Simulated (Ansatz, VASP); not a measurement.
SiC in VASP and in Ansatz

INCAR

```
  ALGO = Normal
  EDIFF = 1E-6
  ENCUT = 520
  GGA = PE
  ISIF = 2
  ISMEAR = 0
  LASPH = T
  LCHARG = T
  LELF = T
  LREAL = F
  LVHAR = T
  LWAVE = F
  NBANDS = 11
  NELM = 60
  PREC = Accurate
  SIGMA = 0.05
```

The input KPOINTS:

```
k-points
0
Gamma
  10 10 10
```

Contents of POSCAR:

```
SiC
1.0
    0.0000000000      2.1351174926      2.2993572998
    2.1351174926      0.0000000000      2.2993572998
    2.1351174926      2.1351174926      0.0000000000
Si C
1 1
Direct
    0.0000000000      0.0000000000      0.0000000000
    0.7500000000      0.7500000000      0.7500000000
```

Input for Ansatz:

```yaml
crystal:
  lattice:
    - [0.0, 2.1351174926, 2.2993572998]
    - [2.1351174926, 0.0, 2.2993572998]
    - [2.1351174926, 2.1351174926, 0.0]
  atoms:
    - { symbol: Si, position: [0.0, 0.0, 0.0] }
    - { symbol: C, position: [0.75, 0.75, 0.75] }
basis:
  ecutwfc: 420
kpoints:
  mp_grid: { grid: [10, 10, 10] }
hamiltonian:
  xc: pbe
scf:
  occupations: { method: gaussian, width: 0.05 }
output:
  forces: true
  stress: true
  eigenvalues: true
```

Change from the starting cell: strain -0.025 along x and y, +0.050 along z, atoms carried along.

Alike in both runs: task single point; functional PBE; k mesh 10 × 10 × 10; occupations gaussian, width 0.05 eV; no spin polarisation.

|  | VASP | Ansatz |
| --- | --- | --- |
| version | VASP 6.6.1 | Ansatz 0.2.0 |
| potentials or method | VASP PAW PBE potentials, release 64 (Si, C) | scalar-relativistic, plane waves, PAW |
| plane-wave cutoff (eV) | 520 | 420 |
| valence electrons in the cell | 8 | 8 |

|  | VASP | Ansatz | Ansatz less VASP |
| --- | --- | --- | --- |
| gap on the k mesh at the Fermi level (eV) | 0.98 | 0.98 | +0.002 |
| least direct gap on the mesh (eV) | 4.46 | 4.46 | +0.003 |
| pressure (GPa) | 0.0 | 0.1 | +0.05 |
| largest component of the traceless stress (GPa) | 14.69 | 14.66 | -0.035 |

A k mesh can miss the band edges.
